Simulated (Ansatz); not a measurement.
**HfSiO4 and a variant**

Base: a structure deposited in the COD whose atoms were relaxed with PBE, the cell held.

```
Hf Si O
1.0
    -3.28625    3.28625    2.98160
     3.28625   -3.28625    2.98160
     3.28625    3.28625   -2.98160
Hf Si O
2 2 8
Direct
  0.75000 0.25000 0.50000
  0.00000 0.00000 0.00000
  0.25000 0.75000 0.50000
  0.50000 0.50000 0.00000
  0.13400 0.31928 0.81472
  0.06928 0.75456 0.68528
  0.50456 0.31928 0.18528
  0.06928 0.38400 0.31472
  0.61600 0.93072 0.68528
  0.68072 0.86600 0.18528
  0.24544 0.93072 0.31472
  0.68072 0.49544 0.81472
```

Atoms are numbered from 1 in the order listed; like atoms form one site, named after its first atom.

All values are calculated (Ansatz; DFT, PBE, plane waves and PAW (field gradients read without the response of the frozen cores, which leaves them typically 4 to 6 % off), scalar-relativistic, 420 eV cutoff, Γ-centred 5×5×5 k-points, Fermi–Dirac smearing 0.02 eV), not measured.

Gradients in 10²¹ V/m²:

| site | atoms | V_zz base | η base | V_zz variant | η variant |
| --- | --- | --- | --- | --- | --- |
| Hf1 | 1 | 13.77 | 0.00 | 12.85 | 0.27 |
| Hf2 | 2 | 13.77 | 0.00 | 16.00 | 0.43 |
| Si3 | 3 | -1.98 | 0.00 | -2.33 | 0.70 |
| Si4 | 4 | -1.98 | 0.00 | -1.97 | 0.05 |
| O5 | 5 | 4.96 | 0.85 | 4.91 | 0.85 |
| O6 | 6 | 4.96 | 0.85 | 5.05 | 0.82 |
| O7 | 7 | 4.96 | 0.85 | 4.93 | 0.82 |
| O8 | 8 | 4.96 | 0.85 | 5.65 | 0.78 |
| O9 | 9 | 4.96 | 0.85 | 5.26 | 0.78 |
| O10 | 10 | 4.96 | 0.85 | 4.81 | 0.86 |
| O11 | 11 | 4.96 | 0.85 | 5.18 | 0.78 |
| O12 | 12 | 4.96 | 0.85 | 4.93 | 0.83 |

(1) Which change was made?
A. atom 8 (O) moved by 0.10 Å along (-0.026, -0.032, -0.091) Å
B. volume scaled by 0.98, ions at fixed fractional positions
C. z compressed by 3 %, ions at fixed fractional positions
D. volume scaled by 1.06, ions at fixed fractional positions

Results:

(1) A. It leaves 12 symmetry-distinct sites where the base has 3, which no other option does. The largest change of V_zz is on Hf2, from 13.77 to 16.00. In per cent, |V_zz| changes by -7 to +16 on Hf, -1 to +17 on Si, -3 to +14 on O (all sites that start above 0.5). Where |V_zz| stays above 0.1, η moves most on Si3, from 0.00 to 0.70.

At this cell the PBE pressure is 7 GPa, so with PBE the cell would grow if it were relaxed. Without spin–orbit coupling the gradients at and beside Hf can be off by some per cent, at some sites by more.
For the variant: The atoms aren't relaxed after the move (largest force 2.6 eV/Å).
